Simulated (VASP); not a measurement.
# PbSe (I4/mmm) in VASP: notebook

One crystal, PbSe, is run at these levels: PBE+D3(BJ); tasks: single point.

Program: VASP 6.6.1. These are calculated values, not measurements. Logs are shortened: lines on timing, memory, paths and dates and some standing lists are left out, and cuts for length are marked.

## (1) The cell of the first run

The structure is tetragonal, space group I4/mmm (No. 139). Conventional cell: a = 4.504 Å, b = 4.504 Å, c = 5.634 Å, α = 90.00°, β = 90.00°, γ = 90.00°. Pb (site symmetry 4/mmm) is surrounded by 6 Se at 2.82 to 3.18 Å. Around Se (site symmetry 4/mmm) lie 6 Pb at 2.82 to 3.18 Å.

Measurements of this composition are mostly on another form, of space group No. 225.

## (2) Single point, PBE+D3(BJ) (strain +0.040 along x and y, -0.080 along z, atoms carried along)

The input, INCAR:

```
SYSTEM = PbSe
ALGO = Normal ; EDIFF = 1E-7
ENCUT = 520 ; GGA = PE
ISIF = 2 ; ISMEAR = 0
IVDW = 12 ; LASPH = .TRUE.
LCHARG = .FALSE. ; LREAL = .FALSE.
LWAVE = .FALSE. ; NBANDS = 17
NELM = 100 ; PREC = Accurate
SIGMA = 0.03
```

The input, KPOINTS:

```
k-points
0
G
  10 10 10
  0 0 0
```

The input, POSCAR:

```
PbSe
1.0
    0.0000000000      3.1846360000      2.8171780000
    3.1846360000      0.0000000000      2.8171780000
    3.1846360000      3.1846360000      0.0000000000
Pb Se
1 1
Direct
    0.0000000000      0.0000000000      0.0000000000
    0.5000000000      0.5000000000      0.5000000000
```

Potentials or basis: VASP PAW PBE potentials, release 64 (Pb_d, Se).

Launch:

```bash
> cat potpaw_PBE.64/Pb_d/POTCAR potpaw_PBE.64/Se/POTCAR > POTCAR
> mpirun -np 1 vasp_std > vasp.out
```

OUTCAR:

```text
SYSTEM = PbSe
   EDIFF = 1E-7
   ENCUT = 520
   GGA = PE
   ISIF = 2
   ISMEAR = 0
   IVDW = 12
   LASPH = .TRUE.
   LREAL = .FALSE.
   NELM = 100
   PREC = Accurate
 IVDW          = 12

 ion  position               nearest neighbor table
   1  0.000  0.000  0.000-   2 2.82   2 2.82   2 3.18   2 3.18   2 3.18   2 3.18
   2  0.500  0.500  0.500-   1 2.82   1 2.82   1 3.18   1 3.18   1 3.18   1 3.18

  LATTYP: Found a body centered tetragonal cell.
 ALAT       =     4.5037554224
 C/A-ratio  =     1.2510350744

  Lattice vectors:

 A1 = (   0.0000000000,  -3.1846360000,  -2.8171780000)
 A2 = (   0.0000000000,   3.1846360000,  -2.8171780000)
 A3 = (   3.1846360000,   0.0000000000,   2.8171780000)

Analysis of symmetry for initial positions (statically):
=====================================================================
 Subroutine PRICEL returns:
 Original cell was already a primitive cell.

 Routine SETGRP: Setting up the symmetry group for a
 body centered tetragonal supercell.

 Subroutine GETGRP returns: Found 16 space group operations
 (whereof 16 operations were pure point group operations)
 out of a pool of 16 trial point group operations.

The static configuration has the point symmetry D_4h.

Analysis of symmetry for dynamics (positions and initial velocities):
=====================================================================
 Subroutine PRICEL returns:
 Original cell was already a primitive cell.

 Routine SETGRP: Setting up the symmetry group for a
 body centered tetragonal supercell.

 Subroutine GETGRP returns: Found 16 space group operations
 (whereof 16 operations were pure point group operations)
 out of a pool of 16 trial point group operations.

The dynamic configuration has the point symmetry D_4h.

 Subroutine INISYM returns: Found 16 space group operations
 (whereof 16 operations are pure point group operations),
 and found     1 'primitive' translations

----------------------------------------------------------------------------------------

                                     Primitive cell

  volume of cell :      57.1431

  direct lattice vectors                    reciprocal lattice vectors
     0.000000000  3.184636000  2.817178000    -0.157003815  0.157003815  0.177482573
     3.184636000  0.000000000  2.817178000     0.157003815 -0.157003815  0.177482573
     3.184636000  3.184636000  0.000000000     0.157003815  0.157003815 -0.177482573

  length of vectors
     4.251869981  4.251869981  4.503755422     0.284254216  0.284254216  0.284254216

  position of ions in fractional coordinates (direct lattice)
     0.000000000  0.000000000  0.000000000
     0.500000000  0.500000000  0.500000000

  ion indices of the primitive-cell ions
   primitive index   ion index
                 1           1
                 2           2

----------------------------------------------------------------------------------------

 KPOINTS: k-points

Automatic generation of k-mesh.
 Grid dimensions read from file:
 generate k-points for:   10   10   10

 Generating k-lattice:

  Cartesian coordinates                     Fractional coordinates (reciprocal lattice)
    -0.015700381  0.015700381  0.017748257     0.100000000  0.000000000  0.000000000
     0.015700381 -0.015700381  0.017748257     0.000000000  0.100000000  0.000000000
     0.015700381  0.015700381 -0.017748257     0.000000000  0.000000000  0.100000000

  Length of vectors
     0.028425422  0.028425422  0.028425422

  Shift w.r.t. Gamma in fractional coordinates (k-lattice)
     0.000000000  0.000000000  0.000000000

 Subroutine IBZKPT returns following result:
 ===========================================

 Found    102 irreducible k-points:

 Following reciprocal coordinates:
            Coordinates               Weight
  0.000000  0.000000  0.000000      1.000000
  0.100000  0.000000  0.000000      8.000000
  0.200000  0.000000  0.000000      8.000000
  0.300000  0.000000  0.000000      8.000000
  0.400000  0.000000  0.000000      8.000000
  0.500000 -0.000000  0.000000      4.000000
[... 16 lines left out ...]
  0.300000  0.300000  0.000000      2.000000
  0.400000  0.300000  0.000000      8.000000
 [... further k-points ...]
   k-points           NKPTS =    102   k-points in BZ     NKDIM =    102   number of bands    NBANDS=     17
   number of dos      NEDOS =    301   number of ions     NIONS =      2
   total plane-waves  NPLWV =  36864
   dimension x,y,z NGX =    32 NGY =   32 NGZ =   36
   dimension x,y,z NGXF=    64 NGYF=   64 NGZF=   72
   ions per type =               1   1
   NGX,Y,Z   is equivalent  to a cutoff of  12.51, 12.51, 13.29 a.u.
   NGXF,Y,Z  is equivalent  to a cutoff of  25.02, 25.02, 26.58 a.u.
 SYSTEM =  PbSe
   PREC   = accura    normal or accurate (medium, high low for compatibility)
   ISTART =      0    job   : 0-new  1-cont  2-samecut
   ICHARG =      2    charge: 1-file 2-atom 10-const
   ISPIN  =      1    spin polarized calculation?
   LNONCOLLINEAR =      F non collinear calculations
   LSORBIT =      F    spin-orbit coupling
   LASPH  =      T    aspherical Exc in radial PAW
   ENCUT  =  520.0 eV  38.22 Ry    6.18 a.u.   7.91  7.91  8.37*2*pi/ulx,y,z
   NELM   =    100;   NELMIN=  2; NELMDL= -5     # of ELM steps
   EDIFF  = 0.1E-06   stopping-criterion for ELM
   LREAL  =      F    real-space projection
   EDIFFG = 0.1E-05   stopping-criterion for IOM
   NSW    =      0    number of steps for IOM
   IBRION =     -1    ionic relax: 0-MD 1-quasi-New 2-CG
   NFREE  =      0    steps in history (QN), initial steepest desc. (CG)
   ISIF   =      2    stress and relaxation
   ISYM   =      2    0-nonsym 1-usesym 2-fastsym
   POTIM  = 0.5000    time-step for ionic-motion
   TEBEG  =    0.0;   TEEND  =   0.0 temperature during run
   PSTRESS=    0.0 pullay stress
   NELECT =      20.0000    total number of electrons
   NUPDOWN=      -1.0000    fix difference up-down
   EMIN   =  10.00;   EMAX   =-10.00  energy-range for DOS
   EFERMI =   0.00;   METHOD = LEGACY
   ISMEAR =     0;   SIGMA  =   0.03  broadening in eV -4-tet -1-fermi 0-gaus
   EFERMI_NEDOS =   21; number of points for ismear=-14 and -15
   IALGO  =     38    algorithm
   IMIX   =      4    mixing-type and parameters
     AMIX     =   0.40;   BMIX     =  1.00
     AMIX_MAG =   1.60;   BMIX_MAG =  1.00
  volume/ion in A,a.u.               =      28.57       192.81
  Fermi-wavevector in a.u.,A,eV,Ry     =   1.153711  2.180197 18.110008  1.331048
  Thomas-Fermi vector in A             =   2.290353
   LORBIT       =      0    0 simple, 1 ext, 2 COOP (PROOUT), +10 PAW based schemes
   GGA     = PE    functional components
   LHFCALC =     F    Hartree Fock is set to
   AEXX    =    0.0000 exact exchange contribution
   IVDW    =    12    specifies the selected vdW correction
   LEPSILON=     F    determine dielectric tensor
   LRPA    =     F    only Hartree local field effects (RPA)
 non-spin polarized calculation
 Gauss-broadening in eV      SIGMA  =   0.03
  energy-cutoff  :      520.00
  volume of cell :       57.14
 maximum number of plane-waves:      1570
   NGX = 15   NGY = 15   NGZ = 17

 number of electron      19.9999998 magnetization

 Free energy of the ion-electron system (eV)
  ---------------------------------------------------
  ext. energy  EPLUGINS =         0.00000000
  ---------------------------------------------------
  free energy    TOTEN  =        -7.90365900 eV

  energy without entropy =       -7.90365900  energy(sigma->0) =       -7.90365900

 E-fermi :   5.4122     XC(G=0):  -9.5247

 val. band max:        5.3169161422   @ k =   0.5000  -0.0000   0.0000
 cond. band min:       5.5075004247   @ k =   0.5000  -0.0000   0.0000
 fundamental gap:      0.1905842825
 Fermi energy:         5.4122158741

 k-point     1 :       0.0000    0.0000    0.0000
  band No.  band energies     occupation
      1     -11.7571      2.00000
      2     -11.7474      2.00000
      3     -11.7409      2.00000
      4     -11.7171      2.00000
      5     -11.7171      2.00000
      6      -8.5597      2.00000
[... 9 lines left out ...]
     16      12.1804      0.00000
     17      12.3525      0.00000

 k-point     2 :       0.1000    0.0000    0.0000
  band No.  band energies     occupation
      1     -11.7571      2.00000
      2     -11.7472      2.00000
      3     -11.7412      2.00000
      4     -11.7153      2.00000
      5     -11.7144      2.00000
      6      -8.4853      2.00000
[... 9 lines left out ...]
     16      12.1648      0.00000
     17      13.0608      0.00000

 k-point     3 :       0.2000    0.0000    0.0000
  band No.  band energies     occupation
      1     -11.7588      2.00000
      2     -11.7482      2.00000
      3     -11.7413      2.00000
      4     -11.7101      2.00000
      5     -11.7058      2.00000
      6      -8.2723      2.00000
[... 9 lines left out ...]
     16      12.5900      0.00000
     17      14.5094      0.00000

 k-point     4 :       0.3000    0.0000    0.0000
  band No.  band energies     occupation
      1     -11.7626      2.00000
      2     -11.7515      2.00000
      3     -11.7408      2.00000
      4     -11.7030      2.00000
      5     -11.6934      2.00000
      6      -7.9605      2.00000
[... 9 lines left out ...]
     16      13.4698      0.00000
     17      16.0348      0.00000

 k-point     5 :       0.4000    0.0000    0.0000
  band No.  band energies     occupation
      1     -11.7664      2.00000
      2     -11.7549      2.00000
      3     -11.7403      2.00000
      4     -11.6970      2.00000
      5     -11.6826      2.00000
      6      -7.6464      2.00000
[... 9 lines left out ...]
     16      14.7521      0.00000
     17      16.0751      0.00000

 k-point     6 :       0.5000   -0.0000    0.0000
  band No.  band energies     occupation
      1     -11.7679      2.00000
      2     -11.7563      2.00000
      3     -11.7402      2.00000
      4     -11.6946      2.00000
      5     -11.6784      2.00000
      6      -7.5031      2.00000
[... 9 lines left out ...]
     16      15.7864      0.00000
     17      15.7969      0.00000

 k-point     7 :       0.1000    0.1000    0.0000
  band No.  band energies     occupation
      1     -11.7541      2.00000
      2     -11.7498      2.00000
      3     -11.7353      2.00000
      4     -11.7126      2.00000
      5     -11.7126      2.00000
      6      -8.4461      2.00000
[... 9 lines left out ...]
     16      12.3498      0.00000
     17      12.5240      0.00000

 k-point     8 :       0.2000    0.1000    0.0000
  band No.  band energies     occupation
      1     -11.7528      2.00000
      2     -11.7516      2.00000
      3     -11.7362      2.00000
      4     -11.7067      2.00000
      5     -11.7050      2.00000
      6      -8.2594      2.00000
[... 9 lines left out ...]
     16      13.1176      0.00000
     17      13.6627      0.00000
[... 203 lines left out ...]
      1     -11.8038      2.00000
      2     -11.7538      2.00000
      3     -11.7512      2.00000
      4     -11.6856      2.00000
      5     -11.6750      2.00000
      6      -7.2717      2.00000
[... 9 lines left out ...]
     16      15.6946      0.00000
     17      16.6530      0.00000

 k-point    20 :      -0.4000    0.2000    0.0000
  band No.  band energies     occupation
      1     -11.8095      2.00000
      2     -11.7546      2.00000
      3     -11.7480      2.00000
      4     -11.6894      2.00000
      5     -11.6785      2.00000
      6      -7.3153      2.00000
[... 9 lines left out ...]
     16      14.2748      0.00000
     17      17.2449      0.00000

 k-point    21 :      -0.3000    0.2000    0.0000
  band No.  band energies     occupation
      1     -11.8023      2.00000
      2     -11.7571      2.00000
      3     -11.7426      2.00000
      4     -11.6968      2.00000
      5     -11.6877      2.00000
      6      -7.5684      2.00000
[... 9 lines left out ...]
     16      13.9646      0.00000
     17      16.3679      0.00000

 k-point    22 :      -0.2000    0.2000    0.0000
  band No.  band energies     occupation
      1     -11.7847      2.00000
      2     -11.7592      2.00000
      3     -11.7397      2.00000
      4     -11.7047      2.00000
      5     -11.6975      2.00000
      6      -7.8799      2.00000
[... 9 lines left out ...]
     16      15.0836      0.00000
     17      15.4850      0.00000

 k-point    23 :       0.3000    0.3000    0.0000
  band No.  band energies     occupation
      1     -11.7973      2.00000
      2     -11.7639      2.00000
      3     -11.7366      2.00000
      4     -11.6830      2.00000
      5     -11.6830      2.00000
      6      -7.5398      2.00000
[... 9 lines left out ...]
     16      14.4765      0.00000
     17      16.4209      0.00000

 k-point    24 :       0.4000    0.3000    0.0000
  band No.  band energies     occupation
      1     -11.8299      2.00000
      2     -11.7656      2.00000
      3     -11.7350      2.00000
      4     -11.6762      2.00000
      5     -11.6744      2.00000
      6      -7.2440      2.00000
[... 9 lines left out ...]
     16      15.3048      0.00000
     17      17.1032      0.00000

 [... further k-points ...]

------------------------ aborting loop because EDIFF is reached ----------------------------------------

 Edisp (eV)   -0.73884

 E8    (eV) :    -0.3446

  FORCE on cell =-STRESS in cart. coord.  units (eV):
  Direction    XX          YY          ZZ          XY          YZ          ZX
  --------------------------------------------------------------------------------------
  -------------------------------------------------------------------------------------
  Total      -1.32080    -1.32080     5.76234     0.00000    -0.00000     0.00000
  in kB     -37.03253   -37.03253   161.56423     0.00000    -0.00000     0.00000
  external pressure =       29.17 kB  Pullay stress =        0.00 kB

 VOLUME and BASIS-vectors are now :
 -----------------------------------------------------------------------------
  energy-cutoff  :      520.00
  volume of cell :       57.14
      direct lattice vectors                 reciprocal lattice vectors
     0.000000000  3.184636000  2.817178000    -0.157003815  0.157003815  0.177482573
     3.184636000  0.000000000  2.817178000     0.157003815 -0.157003815  0.177482573
     3.184636000  3.184636000  0.000000000     0.157003815  0.157003815 -0.177482573

 POSITION                                       TOTAL-FORCE (eV/Angst)
 -----------------------------------------------------------------------------------
      0.00000      0.00000      0.00000        -0.000000      0.000000      0.000000
      3.18464      3.18464      2.81718         0.000000      0.000000     -0.000000
 -----------------------------------------------------------------------------------
    total drift:                                0.000000     -0.000000     -0.000000

  FREE ENERGIE OF THE ION-ELECTRON SYSTEM (eV)
  ---------------------------------------------------
  free  energy   TOTEN  =        -8.6424961916 eV

  energy  without entropy=       -8.6424961860  energy(sigma->0) =       -8.64249619
```

Wall time 43 s (1 thread of Intel Xeon 6975P-C (Granite Rapids), shared host); peak memory 0.25 GiB.

What came out:

```
Free energy                : -8.6425 eV
Pressure                   : 2.9 GPa
Band gap on the k mesh     : 0.19 eV, direct
Dispersion energy per atom : -0.369 eV
```

Stress tensor (GPa, compression positive):
```
-3.70  0.00  0.00
 0.00 -3.70  0.00
 0.00  0.00 16.16
```

Levels at points of the mesh, in eV from the valence-band top:
| k point | band 8 | band 9 | band 10 | band 11 | band 12 | band 13 |
| --- | --- | --- | --- | --- | --- | --- |
| (0.00, 0.00, 0.00) | -2.93 | -1.75 | -1.75 | 3.64 | 3.64 | 6.16 |
| (0.50, 0.00, 0.00) | -1.83 | -1.70 | 0.00 | 0.19 | 1.14 | 2.06 |
| (0.50, 0.50, 0.00) | -5.42 | -3.67 | -3.67 | 3.17 | 5.09 | 5.09 |
| (0.50, 0.00, 0.50) | -5.18 | -4.06 | -2.73 | 3.72 | 4.24 | 5.40 |

Caveat: spin-orbit coupling is left out, which as a rule narrows the gap of such compounds by several tenths of an eV. A k mesh can miss the band edges.

[end of part 1 of 2]
